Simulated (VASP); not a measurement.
Here is a VASP 6.6.1 calculation.

Contents of INCAR:

```
  ALGO = Fast
  EDIFF = 1E-6
  ENCUT = 520
  GGA = PE
  ISIF = 2
  ISMEAR = 0
  LASPH = T
  LCHARG = F
  LREAL = F
  LWAVE = F
  NBANDS = 18
  NELM = 80
  PREC = Accurate
  SIGMA = 0.1
```

File KPOINTS:

```
k-points
0
Gamma
  18 18 8
```

POSCAR

```
Ta
1.0
    2.9489533048      0.0000000000      0.0000000000
   -1.4744766524      2.5538684765      0.0000000000
    0.0000000000      0.0000000000      5.5627855295
Ta
2
Direct
    0.6666666700      0.3333333300      0.7500000000
    0.3333333300      0.6666666700      0.2500000000
```

Potentials or basis: VASP PAW PBE potentials, release 64 (Ta_pv).

The run is started by

```sh
$ cat potpaw_PBE.64/Ta_pv/POTCAR > POTCAR
$ mpirun -np 1 vasp_std > vasp.out
```

(1) Estimate the pressure.

(2) What does it give for the band gap on the k mesh?

Answers

(1) -15.8 GPa.

(2) none (metal or under the smearing width).

Caveat: so large a pressure means that the cell lies far from this level's equilibrium, or that cutoff or potentials fall short.
